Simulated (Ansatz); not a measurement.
We consider chalcopyrite CuInS2, described by r²SCAN+rVV10 (Ansatz, a quantum-chemistry and plane-wave program, plane waves, PAW).

Numerical settings: plane-wave cutoff 560 eV, 10×10×10 k mesh, Fermi–Dirac smearing 0.01 eV, no spin polarisation, scalar-relativistic PAW data made under PBE.

The cell is scaled about its equilibrium volume:

Shape and atoms are relaxed at each volume.

```tsv
V (Å³/atom)	P (GPa)	direct gap at Γ (eV)	c (Å)	a (Å)
20.103	3.46	0.494	10.946	5.421
20.522	1.63	0.427	11.017	5.459
20.940	-0.01	0.362	11.084	5.498
21.359	-1.46	0.301	11.158	5.534
21.778	-2.76	0.243	11.226	5.571
```

A straight line through the gaps at Γ against ln V gives a volume deformation potential dE_g(Γ)/d ln V of -3.1 eV: the gap at Γ widens under compression.

Measured, for comparison: band gap 1.55 eV (temperature not stated, no zero-point or thermal correction, direct or pseudo-direct at Γ; as tabulated in Ghosh et al. (2024), arXiv:2401.16805).

Note: the bulk modulus comes from volumes at which shape and atoms were relaxed.

Spin–orbit coupling is not included.
